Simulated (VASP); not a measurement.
# Tm: magnetic orders

Is Tm a ferromagnet or an antiferromagnet at this level? The start is a cell from a database of measured crystal structures.

Main program and level: VASP 6.6.1; PBE, spin-polarised, from parallel moments; plane waves and PAW (Tm), in the first sound run; inputs show where later runs differ.

Most raw output is cut from this account.

**1. Starting point**

The structure is hexagonal, space group P6_3/mmc (No. 194). Conventional cell: a = 3.538 Å, b = 3.538 Å, c = 5.555 Å, α = 90.00°, β = 90.00°, γ = 120.00°. Nearest to Tm lie 12 Tm at 3.45 to 3.54 Å.

Structure file:

```xyz
4
Lattice="3.5375 0.0000 0.0000 -1.7688 3.0636 0.0000 0.0000 0.0000 11.1092" Properties=species:S:1:pos:R:3 pbc="T T T"
Tm    1.7688    1.0212    4.1659
Tm    1.7688    1.0212    9.7205
Tm    0.0000    2.0424    1.3886
Tm    0.0000    2.0424    6.9432
```

**2. Magnetic order, start order fm, signs ++++**

Each run starts from other signs of the moments at the same geometry and cutoff; gentle mixing helps it keep them. Any wave vector in a name is a fraction of the reciprocal vectors of the first cell as typed.

Input file INCAR:

```
SYSTEM = Tm
PREC = Accurate
ENCUT = 420
EDIFF = 1E-06
NELM = 150
ISMEAR = 0
SIGMA = 0.05
LREAL = .FALSE.
ALGO = Normal
GGA = PE
NBANDS = 59
ISPIN = 2
MAGMOM = 2 2 2 2
LMAXMIX = 6
AMIX = 0.2
BMIX = 1E-04
AMIX_MAG = 0.8
BMIX_MAG = 1E-04
LORBIT = 11
LWAVE = .FALSE.
LCHARG = .TRUE.
KPAR = 2
```

Input file POSCAR:

```
Tm
1.0
    3.5375000000      0.0000000000      0.0000000000
   -1.7687500000      3.0635648659      0.0000000000
    0.0000000000      0.0000000000     11.1092000000
Tm
4
Direct
    0.6666666667      0.3333333333      0.3750000000
    0.6666666667      0.3333333333      0.8750000000
    0.3333333333      0.6666666667      0.1250000000
    0.3333333333      0.6666666667      0.6250000000
```

Input file KPOINTS:

```
Automatic mesh
0
Gamma
6 6 2
0 0 0
```

The projector-augmented-wave data sets are Tm (PBE family, release 64).

Command:

```
> mpirun -np 2 vasp_std
```

Run time: 5.3 min. Hardware: 2 MPI ranks of AMD EPYC 7R43, shared host; peak memory 0.59 GiB.

The magnetic state follows from one typed start and may not be the lowest. The k-mesh is coarse for a metal. Without U or exact exchange the f electrons of Tm come out too delocalised, which can shrink the cell and pin f bands at the Fermi level. LASPH is off, so gradient terms of the non-spherical density inside the spheres are left out; for open d or f shells this can shift gaps and moments.

Numbers from this step:

- electronic cycles: 40
- electrons: 92
- free energy (TOTEN): -15.49 eV
- energy at zero smearing: -15.45 eV
- Fermi energy: 2.213 eV
- moment of the cell, from the last line of the log: 4.336 μB
- labelled metallic, from the levels on this mesh: yes

Spin moment in the PAW sphere by atom:

| atom | spin moment in the PAW sphere (μB) |
| --- | --- |
| Tm1 | 1.19 |
| Tm2 | 1.19 |
| Tm3 | 1.19 |
| Tm4 | 1.19 |

Spin density in the ac plane at fractional y = 0.333, with atoms of Tm within 0.2 Å of it.

Ten even steps from '_' (0.0 e/Å³) to '@' (1.8 e/Å³), each cell a mean:
```
____________________________
________________::--::..____
______________--##@@%%==..__
______________::++##**--____
__________________....______
____________________________
____________________________
____________________________
____________________________
____________________________
____________________________
____________________________
____________________________
________________::--::..____
______________--##@@%%==..__
______________::++##**--____
__________________....______
____________________________
____________________________
____________________________
____________________________
____________________________
____________________________
____________________________
```
Columns run along a (3.5 Å), rows up along c (11.1 Å). Atoms in or near the plane, at fractional coordinates: Tm at (0.67, 0.37), Tm at (0.67, 0.87).

Valence density in the ac plane at fractional y = 0.333, with atoms of Tm within 0.2 Å of it. It is the smooth field of the valence electrons, not physical close to the nuclei.

Values in e/Å³, 24 rows by 14 columns, each cell a mean:
```
 0  0  0  0  0  0  0  0  1  1  1  0  0  0
 0  0  0  0  0  0  1  3  6  8  7  4  1  0
 0  0  0  0  0  0  2  8 15 20 18 11  4  1
 0  0  0  0  0  0  1  6 12 15 14  8  3  1
 0  0  0  0  0  0  0  1  2  3  3  2  1  0
 0  0  0  0  0  0  0  0  0  0  0  0  0  0
 0  0  0  0  0  0  0  0  0  0  0  0  0  0
 0  0  0  0  0  0  0  0  0  0  0  0  0  0
 0  0  0  0  0  0  0  0  0  0  0  0  0  0
 0  0  0  0  0  0  0  0  0  0  0  0  0  0
 0  0  0  0  0  0  0  0  0  0  0  0  0  0
 0  0  0  0  0  0  0  0  0  0  0  0  0  0
 0  0  0  0  0  0  0  0  1  1  1  0  0  0
 0  0  0  0  0  0  1  3  6  8  7  4  1  0
 0  0  0  0  0  0  2  8 15 20 18 11  4  1
 0  0  0  0  0  0  1  6 12 15 14  8  3  1
 0  0  0  0  0  0  0  1  2  3  3  2  1  0
 0  0  0  0  0  0  0  0  0  0  0  0  0  0
 0  0  0  0  0  0  0  0  0  0  0  0  0  0
 0  0  0  0  0  0  0  0  0  0  0  0  0  0
 0  0  0  0  0  0  0  0  0  0  0  0  0  0
 0  0  0  0  0  0  0  0  0  0  0  0  0  0
 0  0  0  0  0  0  0  0  0  0  0  0  0  0
 0  0  0  0  0  0  0  0  0  0  0  0  0  0
```
Columns run along a (3.5 Å), rows up along c (11.1 Å). Atoms in or near the plane, at fractional coordinates: Tm at (0.67, 0.37), Tm at (0.67, 0.87).

The largest moment at the end is 1.19 μB, and the moments of the cell sum to 4.34 μB.

**3. Magnetic order, start order AFM 1, signs ++--**

This step: PBE, spin-polarised, from moments of both signs; plane waves and PAW (Tm) (VASP 6.6.1).

Edit INCAR of step 2 so:

```diff
@@ -12,3 +12,3 @@
 ISPIN = 2
-MAGMOM = 2 2 2 2
+MAGMOM = 2 2 -2 -2
 LMAXMIX = 6
```

POSCAR is that of step 2.

KPOINTS is that of step 2.

Command:

```
> mpirun -np 2 vasp_std
```

Elapsed: 5.1 min, on 2 MPI ranks; peak memory 0.57 GiB.

This step gave:

| Quantity | Value |
| --- | --- |
| electronic cycles | 37 |
| free energy (TOTEN) | -15.42 eV |
| energy at zero smearing | -15.38 eV |
| Fermi energy | 2.223 eV |

Spin moment in the PAW sphere by atom:

```
atom  spin moment in the PAW sphere (μB)
 Tm1                                1.25
 Tm2                                1.25
 Tm3                               -1.25
 Tm4                               -1.25
```

Spin density in the ac plane at fractional y = 0.333, with atoms of Tm within 0.2 Å of it.

Ten even steps from '_' (0.0 e/Å³) to '@' (1.8 e/Å³), each cell a mean:
```
____________________________
________________::--::..____
______________--##@@%%==..__
______________::++##**--____
__________________....______
____________________________
____________________________
____________________________
____________________________
____________________________
____________________________
____________________________
____________________________
________________::--::..____
______________--##@@%%==..__
______________::++##**--____
__________________....______
____________________________
____________________________
____________________________
____________________________
____________________________
____________________________
____________________________
```
Columns run along a (3.5 Å), rows up along c (11.1 Å). Atoms in or near the plane, at fractional coordinates: Tm at (0.67, 0.37), Tm at (0.67, 0.87).

Valence density in the ac plane at fractional y = 0.333, with atoms of Tm within 0.2 Å of it. It is the smooth field of the valence electrons, not physical close to the nuclei.

Values in e/Å³, 24 rows by 14 columns, each cell a mean:
```
 0  0  0  0  0  0  0  0  1  1  1  0  0  0
 0  0  0  0  0  0  1  3  6  8  7  4  1  0
 0  0  0  0  0  0  2  8 15 20 18 11  4  1
 0  0  0  0  0  0  1  6 12 15 14  8  3  1
 0  0  0  0  0  0  0  1  2  3  3  2  1  0
 0  0  0  0  0  0  0  0  0  0  0  0  0  0
 0  0  0  0  0  0  0  0  0  0  0  0  0  0
 0  0  0  0  0  0  0  0  0  0  0  0  0  0
 0  0  0  0  0  0  0  0  0  0  0  0  0  0
 0  0  0  0  0  0  0  0  0  0  0  0  0  0
 0  0  0  0  0  0  0  0  0  0  0  0  0  0
 0  0  0  0  0  0  0  0  0  0  0  0  0  0
 0  0  0  0  0  0  0  0  1  1  1  0  0  0
 0  0  0  0  0  0  1  3  6  8  7  4  1  0
 0  0  0  0  0  0  2  8 15 20 18 11  4  1
 0  0  0  0  0  0  1  6 12 15 14  8  3  1
 0  0  0  0  0  0  0  1  2  3  3  2  1  0
 0  0  0  0  0  0  0  0  0  0  0  0  0  0
 0  0  0  0  0  0  0  0  0  0  0  0  0  0
 0  0  0  0  0  0  0  0  0  0  0  0  0  0
 0  0  0  0  0  0  0  0  0  0  0  0  0  0
 0  0  0  0  0  0  0  0  0  0  0  0  0  0
 0  0  0  0  0  0  0  0  0  0  0  0  0  0
 0  0  0  0  0  0  0  0  0  0  0  0  0  0
```
Columns run along a (3.5 Å), rows up along c (11.1 Å). Atoms in or near the plane, at fractional coordinates: Tm at (0.67, 0.37), Tm at (0.67, 0.87).

The largest moment at the end is 1.25 μB, and the moments of the cell sum to 0.00 μB.

**4. Magnetic order, start order AFM 2, signs +-+-**

Edit INCAR of step 3 so:

```diff
@@ -12,3 +12,3 @@
 ISPIN = 2
-MAGMOM = 2 2 -2 -2
+MAGMOM = 2 -2 2 -2
 LMAXMIX = 6
@@ -20,3 +20,3 @@
 LWAVE = .FALSE.
-LCHARG = .TRUE.
+LCHARG = .FALSE.
 KPAR = 2
```

POSCAR is that of step 3.

KPOINTS is that of step 3.

Command:

```
> mpirun -np 2 vasp_std
```

The job ended after 9.9 min (2 MPI ranks; peak memory 0.58 GiB).

Spin moment in the PAW sphere by atom:

```
atom  spin moment in the PAW sphere (μB)
 Tm1                                1.20
 Tm2                               -1.20
 Tm3                                1.20
 Tm4                               -1.20
```

EDIFF was met while the residual of the charge density, rms(c), still stood at 0.04, so the density had not settled and the numbers of this run are doubtful.

The largest moment at the end is 1.20 μB, and the moments of the cell sum to 0.00 μB.

**5. Magnetic order, start order ferri 3, signs +++-**

Edit INCAR of step 4 so:

```diff
@@ -12,3 +12,3 @@
 ISPIN = 2
-MAGMOM = 2 -2 2 -2
+MAGMOM = 2 2 2 -2
 LMAXMIX = 6
```

POSCAR is that of step 4.

KPOINTS is that of step 4.

Command:

```
> mpirun -np 2 vasp_std
```

The job ended after 18 min (2 MPI ranks; peak memory 0.59 GiB).

The electronic loop did not meet EDIFF within NELM cycles, so this run is left out of the comparison.

**6. No spin polarisation**

This step: PBE, no spin polarisation; plane waves and PAW (Tm) (VASP 6.6.1).

A run without spin shows what magnetism as such gains.

Input file INCAR:

```
SYSTEM = Tm
PREC = Accurate
ENCUT = 420
EDIFF = 1E-06
NELM = 150
ISMEAR = 0
SIGMA = 0.05
LREAL = .FALSE.
ALGO = Normal
GGA = PE
NBANDS = 57
LORBIT = 11
LWAVE = .FALSE.
LCHARG = .FALSE.
KPAR = 2
AMIX = 0.2
BMIX = 1E-04
AMIX_MAG = 0.8
BMIX_MAG = 1E-04
```

POSCAR is that of step 5.

KPOINTS is that of step 5.

Command:

```
> mpirun -np 2 vasp_std
```

It took 7.8 min on 2 MPI ranks; peak memory 0.38 GiB.

The electronic loop did not meet EDIFF within NELM cycles, so this run is left out of the comparison.

**7. Summary**

This step: collinear magnetic orders, PBE; plane waves and PAW (VASP 6.6.1).

This step runs nothing: it gathers the runs above.

Numbers from this step:

```yaml
mean_moment_in_the_lowest_run: 1.187 μB
constant_fitted_for_the_nearest_pairs: 3.074 meV
```

Orders, by row:

```
order  signs  energy above the lowest (meV/magnetic atom)  total moment (μB)  mean moment on carriers (μB)  gap on the mesh (eV)  signs at the end, of the atoms given a moment
   fm   ++++                                            0              4.338                         1.187                     0                                           ++++
afm 1   ++--                                        18.44                  0                         1.248                     0                                           ++--
afm 2   +-+-                                         8.85                  0                         1.204                     0                                           +-+-
```

E = E0 - sum over pairs, each once, of J e_i.e_j with unit vectors; J > 0 favours parallel moments; fitted to the orders that kept their signs. Exchange, by row:

```
 pair  distance, in the start or the relaxed cell (Å)  J (meV)
Tm-Tm                                            3.45    3.074
```

**8. Magnetic order, other settings**

This step: PBE, spin-polarised, from parallel moments; plane waves and PAW (Tm) (VASP 6.6.1).

The run is repeated with some settings moved, to see what they change.

Input file INCAR:

```
SYSTEM = Tm
PREC = Accurate
ENCUT = 420
EDIFF = 0.001
NELM = 120
ISMEAR = 0
SIGMA = 0.05
LREAL = .FALSE.
ALGO = Fast
GGA = PE
NBANDS = 59
ISPIN = 2
MAGMOM = 2 2 2 2
LMAXMIX = 6
AMIX = 0.2
BMIX = 1E-04
AMIX_MAG = 0.8
BMIX_MAG = 1E-04
LORBIT = 11
LWAVE = .FALSE.
LCHARG = .FALSE.
KPAR = 2
KSPACING = 0.4
```

POSCAR is that of step 6.

KPOINTS is that of step 6.

Command:

```
> mpirun -np 2 vasp_std
```

It took 4.9 min on 2 MPI ranks; peak memory 0.53 GiB.

Settings moved on purpose: EDIFF = 0.001. The run ended without an error; the comparison shows what it cost.

Against the run that it repeats, ALGO also differs.

The two runs compared:

```
                                              quantity  this run  the run it repeats  difference
                          energy at zero smearing (eV)   -15.422             -15.450      0.0278
                              free energy (TOTEN) (eV)   -15.463             -15.492      0.0290
                                     Fermi energy (eV)    2.2326              2.2133      0.0193
moment of the cell, from the last line of the log (μB)    4.1164              4.3359      -0.220
                                     electronic cycles        37                  40          -3
```

The two runs differ clearly in the moment of the cell, from the last line of the log: 4.12 μB against 4.34 μB.

The total energy moves by 7.0 meV an atom.

**9. What came out**

```
mean moment in the lowest run         : 1.19 μB
constant fitted for the nearest pairs : 3.07 meV
```

In words: The 4f electrons of Tm run in the valence without U or exact exchange, which tends to pin them at the Fermi level with wrong fillings; moments, orders and energies that hang on them are not reliable. In 1 of the runs the charge density had not settled when EDIFF was met, so its numbers are doubtful. The lowest run started as fm and holds 1.19 μB on average over the atoms that were given a moment; the next state, from afm 2, lies 8.8 meV a magnetic atom higher. It ends with the signs ++++ and a net moment of 4.34 μB a cell: the moments given at the start all parallel. All states stand under about 2.3 GPa at this cell, which can move the order. The fit leaves 0.18 meV a magnetic atom unexplained; shells that turn over together are lumped into one constant. On this k mesh the moments and energy differences of a metal are not converged, and no denser mesh was tried, so the order found is tentative. The order ferri 3 ran without a converged result and may lie lower. No other collinear orders were tried, and their comparison leaves spin-orbit coupling out.

[Lines on the potential files, build, host, timing and source positions are cut from VASP's logs without a mark.]

[Logs are printed without paths, hosts, clocks, repeated set-up lines and the standing remarks that a program may print on its own settings, such as how far it seeks lower states.]

[Hosts, paths, dates, database ids (printed as entryN), source tags and the programs' standing remarks are cut or masked in the printed files.]

[In band tables of VASP the shares of atoms and orbitals are scaled to a sum of 1 inside the atoms' spheres.]

[Runs that stopped without an error message from VASP are left out.]
